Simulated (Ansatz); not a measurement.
## SnO₂: field gradients at two levels of theory

Cell: a computed structure from the Materials Project (it need not be an observed phase), taken as it stands.

```cif
data_structure
_symmetry_space_group_name_H-M 'P 1'
_symmetry_Int_Tables_number 1
_cell_length_a 5.8197
_cell_length_b 5.8197
_cell_length_c 5.8197
_cell_angle_alpha 112.130
_cell_angle_beta 108.153
_cell_angle_gamma 108.164
_cell_volume 151.49
loop_
_atom_site_label
_atom_site_type_symbol
_atom_site_fract_x
_atom_site_fract_y
_atom_site_fract_z
_atom_site_occupancy
Sn1 Sn 0.99640 0.24640 0.75000 1
Sn2 Sn 0.00360 0.75360 0.25000 1
Sn3 Sn 0.50000 0.50000 0.50000 1
Sn4 Sn 0.50000 0.00000 0.00000 1
O5 O 0.19350 0.19623 0.50272 1
O6 O 0.69756 0.75406 0.94351 1
O7 O 0.19350 0.69078 0.99728 1
O8 O 0.31056 0.75406 0.55649 1
O9 O 0.68944 0.24594 0.44350 1
O10 O 0.30244 0.24594 0.05649 1
O11 O 0.80650 0.30922 0.00272 1
O12 O 0.80650 0.80377 0.49728 1
```

Atoms are numbered from 1 in the order listed; like atoms form one site, named after its first atom.

First run. Method: Kohn–Sham DFT in Ansatz, PBE, plane waves and PAW, scalar-relativistic, 420 eV cutoff, Γ-centred 5×5×5 k-points, Fermi–Dirac smearing 0.02 eV.

```tsv
site	atom	V_zz (10²¹ V/m²)	η
Sn1	1	5.03	0.97
Sn3	3	5.01	0.97
O	5	-11.31	0.13
```

Second run. The same atoms and settings, except that the functional is r2SCAN and the cutoff is 500 eV.

Question: Given the first result, estimate the second.

Answer: 

```tsv
site	atom	V_zz	η	change of V_zz
Sn1	1	4.98	0.96	-0.05
Sn3	3	4.96	0.96	-0.05
O	5	-11.05	0.11	+0.26
```

The largest change of V_zz is on O, from -11.31 to -11.05. In per cent, |V_zz| changes by -1 on Sn, -2 on O (all sites that start above 0.5). Isomer shifts (Sn against SnO₂, from the density at the nucleus and a line fitted to measured compounds for each functional; the lines scatter by about 0.1 mm/s, so smaller changes between functionals mean little): Sn1 0.07 → 0.06 mm/s; Sn3 0.07 → 0.06 mm/s.

For the first run: Without spin–orbit coupling (the program notes it for Sn) the gradients can shift somewhat, as the gap is small.
For the second run: At this cell the r2SCAN pressure is -8 GPa, so with r2SCAN the cell would shrink if it were relaxed. The entry's cell may itself be off. Without spin–orbit coupling (the program notes it for Sn) the gradients are little affected as a rule: paired runs on crystals with a gap mostly move them by under 2 % at such atoms. With these PAW files V_zz is typically within 2 to 3 % of all-electron values, but misses above 10 % occur on Sn.
